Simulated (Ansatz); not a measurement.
C under changes of volume

One of the cells (9.153 Å³/atom); the others are scaled copies at fixed shape and fractional positions:

```xyz
2
Lattice="2.1273 -1.2283 0.0000 2.1273 1.2283 0.0000 -1.3791 0.0000 3.5028" Properties=species:S:1:pos:R:3 pbc="T T T"
C    -0.6699    0.0000    3.5025
C     3.5455    0.0000    0.0003
```

This is a stacking variant of graphite.

| Item | Value |
| --- | --- |
| Program | Ansatz 0.2.0 |
| Functional | LDA |
| Potentials or basis | Ansatz PAW |
| Cutoff | 420 eV (not typed: the program's choice for these potentials) |
| k mesh | 13 × 13 × 8 |
| Occupations | fermi-dirac, width 0.05 eV |
| Spin | no spin polarisation |

```csv
volume (Å³/atom),energy over the lowest point (meV/atom),pressure (GPa),gap on the mesh (eV)
8.604,?,?,?
8.787,5.04,7.5,0.91
8.970,0.00,1.4,0.91
9.153,1.55,-4.1,0.90
9.336,9.18,-9.2,0.89
9.519,22.31,-13.8,0.89
9.702,40.46,-18.0,0.88
```

What does the run at 8.604 Å³/atom give?

Energy over the lowest point 17.37 meV/atom; pressure 14.2 GPa; gap on the mesh 0.92 eV.

Worked out: A Birch-Murnaghan fit of order 3 (a polynomial in V^(-2/3)) to the other rows has its minimum at 9.02 Å³/atom with B0 = V·E''(V) = 279 GPa and B' = 3.5 at fixed shape and positions, which overstates the stiffness. It gives 17.37 meV/atom at 8.604 Å³/atom, against the run's 17.37, and -dE/dV = 14.2 GPa, against 14.2. A straight line through the other rows of the gap, of slope -0.317 eV per unit of ln V, extrapolates to 0.92 eV, against the run's 0.92.

Energies are extrapolated to zero smearing.

Caveats: odd divisions of the mesh miss points on the zone boundary, where band edges often lie, so the gap on the mesh can be too wide; the PAW data sets come from PBE, with cores solved anew for the run's functional, which leaves a small shift of forces and pressure.

A mesh can miss the band edges.
